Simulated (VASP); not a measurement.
Set up this calculation in VASP 6.6.1, as the native input.

* Task: single point
* Functional: RPBE
* Potentials or basis: VASP PAW PBE potentials, release 64 (Al)
* Cutoff: 520 eV
* k mesh: 9 × 9 × 12
* Occupations: fermi-dirac, width 0.1 eV
* Spin: no spin polarisation
* Dipole correction: no
* Further INCAR settings: ALGO = Normal; EDIFF = 1e-06; NBANDS = 12

The structure of Al lies in POSCAR:

```
Al
1.0
    4.6723324616      0.0000000000      0.0000000000
   -2.3361662308      4.0463586067      0.0000000000
    0.0000000000      0.0000000000      2.8927033737
Al
3
Direct
    1.0000000000      0.0000000000      0.0000000000
    0.3333333333      0.6666666667      0.5000000000
    0.6666666667      0.3333333333      0.5000000000
```

This isn't the form of Al at room conditions, which is fcc.

These files were run (other wordings do the same):

INCAR

```
PREC = Accurate ; ENCUT = 520
EDIFF = 1E-6 ; ISMEAR = -1
SIGMA = 0.1 ; LREAL = F
LASPH = T ; NELM = 100
ALGO = Normal ; ISIF = 2
LWAVE = F ; LCHARG = F
GGA = RP ; NBANDS = 12
```

KPOINTS

```
regular mesh
0
Gamma
  9 9 12
```

Potentials or basis: VASP PAW PBE potentials, release 64 (Al).

Run with:

```sh
$ cat potpaw_PBE.64/Al/POTCAR > POTCAR
$ mpirun -np 1 vasp_std > vasp.out
```

Results of the run:

| Quantity | Value |
| --- | --- |
| Pressure | -2.4 GPa |
| Band gap on the k mesh | none (metal or under the smearing width) |

Caveat: the PAW data sets were made with another functional, which shifts forces and pressure a little.

Run time: 19 s on 1 thread of Intel(R) Xeon(R) Platinum 8488C (Sapphire Rapids), on a shared host, peak memory 0.19 GiB.
